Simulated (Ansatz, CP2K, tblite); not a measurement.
# Wurtzite SiC, size series (36 atoms) in CP2K, part 2 of 5

Wanted: CP2K inputs and outputs for wurtzite SiC, size series (36 atoms), checked against a plane-wave reference.

Program: CP2K 2026.2; the method stands at each step. Banners, paths, timers and routine set-up lines are dropped from the logs unmarked, and long logs keep their key lines alone; longer cuts are marked.

So far. Step 3 (PBE, DZVP-MOLOPT-SR, 630/50 Ry, diagonalisation): Against the first run (1.7 %), the force difference from the reference is 1.7 %, at 1.1 times the CPU time: the change moves forces by 0.36 meV/Å r.m.s., so most of the difference comes from elsewhere.

### 5. revPBE, PBE potentials, DZVP-MOLOPT-SR, 450/50 Ry, diagonalisation

Method: Kohn-Sham DFT, revPBE, GTH-PBE pseudopotentials, Gaussian and plane waves, DZVP-MOLOPT-SR-GTH, diagonalisation.

The input, input.inp:

```
&GLOBAL
  PROJECT cell
  RUN_TYPE ENERGY_FORCE
  PRINT_LEVEL LOW
&END GLOBAL
&FORCE_EVAL
  METHOD QS
  STRESS_TENSOR ANALYTICAL
  &DFT
    BASIS_SET_FILE_NAME BASIS_MOLOPT
    POTENTIAL_FILE_NAME GTH_POTENTIALS
    &MGRID
      CUTOFF 450
      REL_CUTOFF 50
    &END MGRID
    &QS
      EPS_DEFAULT 1.0E-12
    &END QS
    &SCF
      SCF_GUESS ATOMIC
      EPS_SCF 1.0E-06
      MAX_SCF 200
      ADDED_MOS 14
      &DIAGONALIZATION
        ALGORITHM STANDARD
      &END DIAGONALIZATION
      &SMEAR ON
        METHOD FERMI_DIRAC
        ELECTRONIC_TEMPERATURE [K] 580
      &END SMEAR
      &MIXING
        METHOD BROYDEN_MIXING
        ALPHA 0.3
        NBROYDEN 8
      &END MIXING
      &PRINT
        &RESTART OFF
        &END RESTART
      &END PRINT
    &END SCF
    &XC
      &XC_FUNCTIONAL
        &PBE
          PARAMETRIZATION REVPBE
        &END PBE
      &END XC_FUNCTIONAL
    &END XC
    &PRINT
      &MULLIKEN ON
      &END MULLIKEN
      &HIRSHFELD ON
        SHAPE_FUNCTION DENSITY
      &END HIRSHFELD
      &MO ON
        EIGENVALUES T
        OCCUPATION_NUMBERS T
        MO_INDEX_RANGE 61 84
        &EACH
          QS_SCF 0
        &END EACH
        ADD_LAST NUMERIC
      &END MO
    &END PRINT
  &END DFT
  &SUBSYS
    &CELL
      A 9.22800 0.00000 0.00000
      B -4.61400 7.99168 0.00000
      C 0.00000 0.00000 5.04800
    &END CELL
    &COORD
      SCALED
      Si 0.99958 0.00143 0.00553
      C 0.11047 0.21964 0.12004
      Si 0.11584 0.22128 0.50063
      C 0.99384 0.99741 0.61363
      Si 0.00086 0.33229 0.99495
      C 0.11355 0.55682 0.12819
      Si 0.11306 0.54902 0.49939
      C 0.99819 0.33464 0.62851
      Si 0.99910 0.66899 0.99844
      C 0.11136 0.89084 0.11786
      Si 0.10953 0.89236 0.49904
      C 0.00027 0.66502 0.62394
      Si 0.34219 0.99907 0.00815
      C 0.44825 0.22987 0.12373
      Si 0.44757 0.22452 0.49706
      C 0.32543 0.99302 0.62198
      Si 0.33695 0.33251 0.01040
      C 0.43468 0.55114 0.13162
      Si 0.44681 0.55105 0.50019
      C 0.33000 0.32548 0.62942
[... 12 atom lines left out ...]
      Si 0.66760 0.66199 0.99950
      C 0.77541 0.88471 0.10967
      Si 0.77570 0.89206 0.50184
      C 0.66810 0.66240 0.61573
    &END COORD
    &KIND Si
      BASIS_SET DZVP-MOLOPT-SR-GTH-q4
      POTENTIAL GTH-PBE-q4
    &END KIND
    &KIND C
      BASIS_SET DZVP-MOLOPT-SR-GTH-q4
      POTENTIAL GTH-PBE-q4
    &END KIND
  &END SUBSYS
  &PRINT
    &FORCES ON
    &END FORCES
    &STRESS_TENSOR ON
    &END STRESS_TENSOR
  &END PRINT
&END FORCE_EVAL
```

Run with:

```bash
$ OMP_NUM_THREADS=2 cp2k.psmp -i input.inp > output.txt
```

Numbers of over 12 decimals in the logs are rounded to 6 here.

What it wrote:

```text
CP2K| version string:                                       CP2K version 2026.2
 CP2K| Input file name                                                 input.inp
 GLOBAL| Basis set file name                                        BASIS_MOLOPT
 GLOBAL| Potential file name                                      GTH_POTENTIALS
 GLOBAL| Run type                                                   ENERGY_FORCE
 GLOBAL| Total number of message passing processes                             1
 GLOBAL| Number of threads for this process                                    2
[... lines left out ...]
                        Smear method:                                FERMI_DIRAC
[... lines left out ...]
 Number of electrons:                                                        144
[... lines left out ...]
  Step     Update method      Time    Convergence         Total energy    Change
[... lines left out ...]
  *** SCF run converged in    13 steps ***
[... lines left out ...]
  Fermi energy:                                                 0.345991
  Total energy:                                              -173.634711
  Total energy (extrapolated to T->0):                       -173.634711
[... lines left out ...]
 MO| E(Fermi):            0.345991 a.u.          9.414905 eV
[... lines left out ...]
     36       C      2       4.000          4.314                        -0.314
  Total Charge                                                           -0.000
 !-----------------------------------------------------------------------------!
 ENERGY| Total FORCE_EVAL ( QS ) energy [hartree]           -173.634722
 FORCES| Atomic forces [hartree/bohr]
 FORCES|   Atom     x               y               z               |f|
 FORCES|      1  4.63590153E-03 -1.17985093E-02 -1.32532234E-02   1.83396929E-02
 FORCES|      2 -5.37345127E-05  1.32278795E-02  1.06495719E-03   1.32707881E-02
 FORCES|      3 -2.98228024E-02 -6.34912824E-03  5.77752079E-03   3.10337030E-02
[...]
FORCES|     35  4.11162523E-03 -2.09064803E-02 -1.05066865E-02   2.37566168E-02
 FORCES|     36 -2.56642053E-02  1.29081447E-02  1.09242755E-02   3.07345315E-02
 FORCES| Sum     1.76591875E-05 -1.95796122E-05  9.13238586E-05
 FORCES| Total atomic force                                       9.50539598E-05
 STRESS| Analytical stress tensor [bar]
 STRESS|                        x                   y                   z
 STRESS|      x        1.28014978409E+05   5.60306233494E+01   4.23292395774E+03
 STRESS|      y        5.60306233494E+01   1.02588535248E+05   1.77369735793E+03
 STRESS|      z        4.23292395774E+03   1.77369735793E+03  -1.08504938284E+05
 STRESS| 1/3 Trace                                             4.06995251242E+04
```

The job ended after 72 s (2 threads of Arm Neoverse V2, shared host; peak memory 0.89 GiB; 2.3 min of CPU time).

Compared with the plane-wave run:

* r.m.s. force component: 0.8023 eV/Å
* r.m.s. difference of force components: 15.75 meV/Å
* longest difference of force vectors: 41.86 meV/Å
* force difference over r.m.s. force: 1.972 %
* slope of forces against the reference's: 1.004
* correlation of force components: 0.9998
* gap (highest filled to lowest empty level): 2.256 eV
* gap difference: 0.1125 eV
* pressure: 4.07 GPa
* pressure difference: -0.6028 GPa

Against the first run (1.7 %), the force difference from the reference is 2.0 %, at 1.00 times the CPU time; the model has changed, so this is no error of the program alone.

### 6. PBE, TZVP-MOLOPT, 450/50 Ry, diagonalisation

Method: Kohn-Sham DFT, PBE, GTH-PBE pseudopotentials, Gaussian and plane waves, TZVP-MOLOPT-GTH, diagonalisation.

input.inp, as its differences from that of step 5:

```diff
@@ -41,6 +41,3 @@
     &XC
-      &XC_FUNCTIONAL
-        &PBE
-          PARAMETRIZATION REVPBE
-        &END PBE
+      &XC_FUNCTIONAL PBE
       &END XC_FUNCTIONAL
@@ -75,3 +72,3 @@
     &KIND Si
-      BASIS_SET DZVP-MOLOPT-SR-GTH-q4
+      BASIS_SET TZVP-MOLOPT-GTH-q4
       POTENTIAL GTH-PBE-q4
@@ -79,3 +76,3 @@
     &KIND C
-      BASIS_SET DZVP-MOLOPT-SR-GTH-q4
+      BASIS_SET TZVP-MOLOPT-GTH-q4
       POTENTIAL GTH-PBE-q4
```

Run with:

```bash
$ OMP_NUM_THREADS=1 mpirun -np 4 cp2k.psmp -i input.inp > output.txt
```

What it wrote:

```text
CP2K| version string:                                       CP2K version 2026.2
 CP2K| Input file name                                                 input.inp
 GLOBAL| Basis set file name                                        BASIS_MOLOPT
 GLOBAL| Potential file name                                      GTH_POTENTIALS
[... lines left out ...]
 Number of electrons:                                                        144
[... lines left out ...]
  Step     Update method      Time    Convergence         Total energy    Change
[... lines left out ...]
  *** SCF run converged in    13 steps ***
[... lines left out ...]
  Fermi energy:                                                 0.344297
  Total energy:                                              -173.604048
  Total energy (extrapolated to T->0):                       -173.604048
[... lines left out ...]
 MO| E(Fermi):            0.344297 a.u.          9.368806 eV
[... lines left out ...]
 ENERGY| Total FORCE_EVAL ( QS ) energy [hartree]           -173.604057
[... lines left out ...]
 FORCES|      1  4.66775128E-03 -1.16840465E-02 -1.29709219E-02   1.80706851E-02
 FORCES|      2 -2.17424200E-05  1.31498646E-02  7.00872960E-04   1.31685472E-02
 FORCES|      3 -2.98758147E-02 -6.29338969E-03  6.23261486E-03   3.11611384E-02
[...]
FORCES|     35  3.88680274E-03 -2.10120147E-02 -1.01144307E-02   2.36413558E-02
 FORCES|     36 -2.54454882E-02  1.28569980E-02  1.05267084E-02   3.03905719E-02
 FORCES| Sum     1.89577834E-05 -3.29028479E-05  6.97220753E-05
 FORCES| Total atomic force                                       7.93924602E-05
 STRESS| Analytical stress tensor [bar]
 STRESS|                        x                   y                   z
 STRESS|      x        1.27017816055E+05  -8.77154436119E+00   4.29246425947E+03
 STRESS|      y       -8.77154436119E+00   1.01653256204E+05   1.81897015913E+03
 STRESS|      z        4.29246425947E+03   1.81897015913E+03  -1.14998011142E+05
 STRESS| 1/3 Trace                                             3.78910203727E+04
```

Elapsed: 4.2 min, on 4 MPI ranks; peak memory 2.1 GiB; 17 min of CPU time.

Against the reference:

```yaml
r_m_s_force_component: 0.8027 eV/Å
r_m_s_difference_of_force_components: 13.68 meV/Å
longest_difference_of_force_vectors: 39.74 meV/Å
force_difference_over_r_m_s_force: 1.712 %
slope_of_forces_against_the_reference_s: 1.005
correlation_of_force_components: 0.9999
spacing_of_highest_filled_and_lowest_empty_level: 2.211 eV
gap_difference: 0.0676 eV
pressure: 3.789 GPa
pressure_difference: -0.8837 GPa
```

Against the first run (1.7 %), the force difference from the reference is 1.7 %, at 7.2 times the CPU time (on 4 against 2 cores), with 612 basis functions against 468: size alone doesn't set the difference here.

### 7. PBE, DZVP-MOLOPT-SR, 157/50 Ry, diagonalisation

Method: Kohn-Sham DFT, PBE, GTH-PBE pseudopotentials, Gaussian and plane waves, DZVP-MOLOPT-SR-GTH, diagonalisation.

input.inp, as its differences from that of step 6:

```diff
@@ -12,3 +12,3 @@
     &MGRID
-      CUTOFF 450
+      CUTOFF 157
       REL_CUTOFF 50
@@ -68,3 +68,2 @@
     &COORD
-      SCALED
 [... 36 atom lines left out: the same atoms as in the first run ...]
@@ -72,3 +71,3 @@
     &KIND Si
-      BASIS_SET TZVP-MOLOPT-GTH-q4
+      BASIS_SET DZVP-MOLOPT-SR-GTH-q4
       POTENTIAL GTH-PBE-q4
@@ -76,3 +75,3 @@
     &KIND C
-      BASIS_SET TZVP-MOLOPT-GTH-q4
+      BASIS_SET DZVP-MOLOPT-SR-GTH-q4
       POTENTIAL GTH-PBE-q4
```

Run with:

```bash
$ OMP_NUM_THREADS=1 cp2k.psmp -i input.inp > output.txt
```

What it wrote:

```text
CP2K| version string:                                       CP2K version 2026.2
 CP2K| Input file name                                                 input.inp
 GLOBAL| Basis set file name                                        BASIS_MOLOPT
 GLOBAL| Potential file name                                      GTH_POTENTIALS
[... lines left out ...]
 Number of electrons:                                                        144
[... lines left out ...]
  Step     Update method      Time    Convergence         Total energy    Change
[... lines left out ...]
  *** SCF run converged in    13 steps ***
[... lines left out ...]
  Fermi energy:                                                 0.344914
  Total energy:                                              -173.562234
  Total energy (extrapolated to T->0):                       -173.562234
[... lines left out ...]
 MO| E(Fermi):            0.344914 a.u.          9.385578 eV
[... lines left out ...]
 ENERGY| Total FORCE_EVAL ( QS ) energy [hartree]           -173.562245
[... lines left out ...]
 FORCES|      1  4.62813057E-03 -1.18135741E-02 -1.32211760E-02   1.83242905E-02
 FORCES|      2 -4.90830429E-04  1.45492142E-02  1.81765638E-03   1.46705291E-02
 FORCES|      3 -2.99064333E-02 -6.30030377E-03  5.86263866E-03   3.11200757E-02
[...]
FORCES|     35  3.99639857E-03 -2.09791768E-02 -1.04481230E-02   2.37752042E-02
 FORCES|     36 -2.64129172E-02  1.36166770E-02  1.13403013E-02   3.18065798E-02
 FORCES| Sum    -2.46340413E-03  5.39175364E-04  2.94461211E-04
 FORCES| Total atomic force                                       2.53885356E-03
 STRESS| Analytical stress tensor [bar]
 STRESS|                        x                   y                   z
 STRESS|      x        1.25300032013E+05   1.88378195634E+01   4.29624778842E+03
 STRESS|      y        1.88378195634E+01   9.95932725864E+04   1.80346866514E+03
 STRESS|      z        4.29624778842E+03   1.80346866514E+03  -1.12286161928E+05
 STRESS| 1/3 Trace                                             3.75357142235E+04
```

Elapsed: 2.2 min, on 1 thread; peak memory 0.37 GiB.

Against the reference:

| Item | Value |
| --- | --- |
| r.m.s. force component | 0.8126 eV/Å |
| r.m.s. difference of force components | 31.31 meV/Å |
| longest difference of force vectors | 99.48 meV/Å |
| force difference over r.m.s. force | 3.92 % |
| slope of forces against the reference's | 1.017 |
| correlation of force components | 0.9994 |
| gap (highest filled to lowest empty level) | 2.2 eV |
| gap difference | 0.0567 eV |
| pressure | 3.754 GPa |
| pressure difference | -0.9192 GPa |
| energy less the same-level run's | -0.5836 meV/atom |
| r.m.s. force difference from the same-level run | 26.19 meV/Å |

This is a coarse setting, run to see what it loses.

Against the first run (1.7 %), the force difference from the reference is 3.9 %, at 0.95 times the CPU time (on 1 against 2 cores): the grid matters here.

The difference per atom is largest on C (0.070 eV/Å on average, against 0.022 on Si).

### 8. PBE+D4, DZVP-MOLOPT-SR, 450/50 Ry, diagonalisation

Method: Kohn-Sham DFT, PBE+D4, GTH-PBE pseudopotentials, Gaussian and plane waves, DZVP-MOLOPT-SR-GTH, diagonalisation.

input.inp, as its differences from that of step 7:

```diff
@@ -12,3 +12,3 @@
     &MGRID
-      CUTOFF 157
+      CUTOFF 450
       REL_CUTOFF 50
@@ -43,2 +43,9 @@
       &END XC_FUNCTIONAL
+      &VDW_POTENTIAL
+        POTENTIAL_TYPE PAIR_POTENTIAL
+        &PAIR_POTENTIAL
+          TYPE DFTD4
+          REFERENCE_FUNCTIONAL PBE
+        &END PAIR_POTENTIAL
+      &END VDW_POTENTIAL
     &END XC
@@ -68,2 +75,3 @@
     &COORD
+      SCALED
 [... 36 atom lines left out: the same atoms as in the first run ...]
```

Run with:

```bash
$ OMP_NUM_THREADS=2 cp2k.psmp -i input.inp > output.txt
```

What it wrote:

```text
CP2K| version string:                                       CP2K version 2026.2
 CP2K| Input file name                                                 input.inp
 GLOBAL| Basis set file name                                        BASIS_MOLOPT
 GLOBAL| Potential file name                                      GTH_POTENTIALS
 GLOBAL| Run type                                                   ENERGY_FORCE
 GLOBAL| Total number of message passing processes                             1
 GLOBAL| Number of threads for this process                                    2
[... lines left out ...]
                        Smear method:                                FERMI_DIRAC
[... lines left out ...]
 Number of electrons:                                                        144
[... lines left out ...]
  Step     Update method      Time    Convergence         Total energy    Change
[... lines left out ...]
  *** SCF run converged in    13 steps ***
[... lines left out ...]
  Fermi energy:                                                 0.344915
  Total energy:                                              -173.996008
  Total energy (extrapolated to T->0):                       -173.996008
[... lines left out ...]
 MO| E(Fermi):            0.344915 a.u.          9.385627 eV
[... lines left out ...]
     36       C      2       4.000          4.312                        -0.312
  Total Charge                                                           -0.000
 !-----------------------------------------------------------------------------!
 ENERGY| Total FORCE_EVAL ( QS ) energy [hartree]           -173.996018
 FORCES| Atomic forces [hartree/bohr]
 FORCES|   Atom     x               y               z               |f|
 FORCES|      1  4.68990723E-03 -1.16878197E-02 -1.27272153E-02   1.79048141E-02
 FORCES|      2 -9.49482561E-05  1.31320316E-02  8.07940616E-04   1.31572047E-02
 FORCES|      3 -2.95354563E-02 -6.35339781E-03  5.96765768E-03   3.07948337E-02
[...]
FORCES|     35  3.99277681E-03 -2.07203088E-02 -1.00055197E-02   2.33534556E-02
 FORCES|     36 -2.55864040E-02  1.27244699E-02  1.05970091E-02   3.04774147E-02
 FORCES| Sum     1.92432158E-05 -3.59583197E-05  6.71275580E-05
 FORCES| Total atomic force                                       7.85455992E-05
 STRESS| Analytical stress tensor [bar]
 STRESS|                        x                   y                   z
 STRESS|      x        8.27760768136E+04   4.15925335001E+01   4.14675740485E+03
 STRESS|      y        4.15925335001E+01   5.75055175425E+04   1.75087199720E+03
 STRESS|      z        4.14675740485E+03   1.75087199720E+03  -1.53143432528E+05
 STRESS| 1/3 Trace                                            -4.28727939063E+03
```

Elapsed: 81 s, on 2 threads; peak memory 0.9 GiB; 2.5 min of CPU time.

Numbers from this run, and their distance from the reference:

```
r.m.s. force component                           : 0.797 eV/Å
r.m.s. difference of force components            : 13.7 meV/Å
longest difference of force vectors              : 43.53 meV/Å
force difference over r.m.s. force               : 1.715 %
slope of forces against the reference's          : 0.9975
correlation of force components                  : 0.9999
gap (highest filled to lowest empty level) : 2.2 eV
gap difference                                   : 0.0566 eV
pressure                                         : -0.4287 GPa
pressure difference                              : -5.101 GPa
```

Against the first run (1.7 %), the force difference from the reference is 1.7 %, at 1.1 times the CPU time; the model has changed, so this is no error of the program alone.

(Part 2 of 5 ends here.)

[Also dropped from logs without a mark: logging warnings of Python, and SIESTA's first energy breakdown and zero terms.]

[Logs are printed without paths, hosts, clocks, repeated set-up lines and the standing remarks that a program may print on its own settings, such as how far it seeks lower states.]

[Hosts, paths, dates, database ids (printed as entryN), source tags and the programs' standing remarks are cut or masked in the printed files.]
